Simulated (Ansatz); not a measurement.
The system is PbS.

```xyz
2
Lattice="3.6537 0.0000 0.0000 0.0000 3.6537 0.0000 0.0000 0.0000 3.6537" Properties=species:S:1:pos:R:3 pbc="T T T"
Pb    0.0000    0.0000    0.0000
S     1.8268    1.8268    1.8268
```

Measurements of this composition are mostly on another form, of space group No. 225.

Base run:

```yaml
Program: Ansatz 0.2.0
Functional: PBE
Potentials_or_basis: Ansatz PAW
Cutoff: "420 eV (not typed: the program's choice for these potentials)"
k_mesh: 7 × 7 × 7
Occupations: fermi-dirac, width 0.05 eV
Spin: no spin polarisation
```

Its results: pressure 0.0 GPa.

Task: After a change of settings the same cell gave: pressure -0.8 GPa. Which change was it?
A. k mesh from 7 × 7 × 7 to 5 × 5 × 5; spin from no spin polarisation to spin-orbit coupling, no magnetisation; potential files from those of the base run to others of the same set
B. occupations from fermi-dirac, width 0.05 eV to gaussian, width 0.011 eV
C. functional from PBE to LDA

Result: A.
